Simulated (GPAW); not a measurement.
Input of a GPAW 26.7.0 run:

Contents of run.py:

```python
from ase.calculators.mixing import SumCalculator
from ase.eos import EquationOfState
from ase.io import Trajectory, read
from ase.units import GPa
from dftd4.ase import DFTD4
from gpaw import GPAW, PW

atoms = read('POSCAR')

traj = Trajectory('eos.traj', 'w')
volumes, energies = [], []
for x in [0.94, 0.96, 0.98, 1.0, 1.02, 1.04, 1.06]:
    a = atoms.copy()
    a.set_cell(atoms.cell * x**(1 / 3), scale_atoms=True)
    calc = GPAW(mode=PW(600),
                xc='MGGA_X_SCAN+MGGA_C_SCAN',
                kpts={'size': (6, 6, 6), 'gamma': True},
                occupations={'name': 'fermi-dirac', 'width': 0.05},
                nbands=18,
                convergence={'density': 1e-05, 'energy': 1e-05},
                maxiter=150,
                txt=f'eos-{x:.2f}.txt')
    a.calc = SumCalculator([calc, DFTD4(method='scan')])
    energies.append(a.get_potential_energy())
    volumes.append(a.get_volume())
    p = -a.get_stress()[:3].mean() / GPa
    calc.write(f'eos-{x:.2f}.gpw')
    traj.write(a)
    print(f'{x:.2f} {volumes[-1]:10.4f} A^3 {energies[-1]:14.6f} eV {p:9.3f} GPa', flush=True)

v0, e0, B = EquationOfState(volumes, energies, eos='birchmurnaghan').fit()
print(f'V0 = {v0:.4f} A^3, E0 = {e0:.6f} eV, B0 = {B / GPa:.2f} GPa')
```

File POSCAR:

```
HgTe
1.0
    0.0000000000      3.2145000000      3.2145000000
    3.2145000000      0.0000000000      3.2145000000
    3.2145000000      3.2145000000      0.0000000000
Hg Te
1 1
Direct
    0.0000000000      0.0000000000      0.0000000000
    0.7500000000      0.7500000000      0.7500000000
```

Potentials or basis: GPAW PAW data sets (gpaw-data 1.2.1), pw.

Run with:

```console
$ OMP_NUM_THREADS=1 python run.py
```

Question: What does it give for the equilibrium volume?

Answer: 33.80 Å³/atom (rough: see the caveat).

Question: What does it give for the bulk modulus?

Answer: 42 GPa (rough).

Energy against volume, from the lowest point:
```
volume (Å³/atom)  energy (meV/atom)
          31.223              30.31
          31.887              15.91
          32.551               6.49
          33.215               1.32
          33.880               0.00
          34.544               1.99
          35.208               7.07
```

Caveat: the points scatter about the fit; the PAW data sets were made with another functional, which shifts forces and pressure a little. Spin-orbit coupling is left out, which matters for the levels of Hg, Te.
